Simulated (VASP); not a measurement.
The system is HfC.

```
Hf C
1.0
     0.00000    2.32500    2.32500
     2.32500    0.00000    2.32500
     2.32500    2.32500    0.00000
Hf C
1 1
Direct
  0.50000 0.50000 0.50000
  0.00000 0.00000 0.00000
```

Base run:

```yaml
Program: VASP 6.6.1
Functional: revTPSS
Potentials_or_basis: VASP PAW PBE potentials, release 64 (Hf_pv, C)
Cutoff: 520 eV
k_mesh: 10 × 10 × 10
Occupations: fermi-dirac, width 0.05 eV
Spin: no spin polarisation
```

Its results: pressure -4.4 GPa.

Q: The run is repeated on the same cell with these changes: functional from revTPSS to AM05. What comes out?

A: Pressure -7.9 GPa.

Caveats: the PAW data sets were made with another functional, which shifts forces and pressure a little.

Not every run made on this cell is shown here.
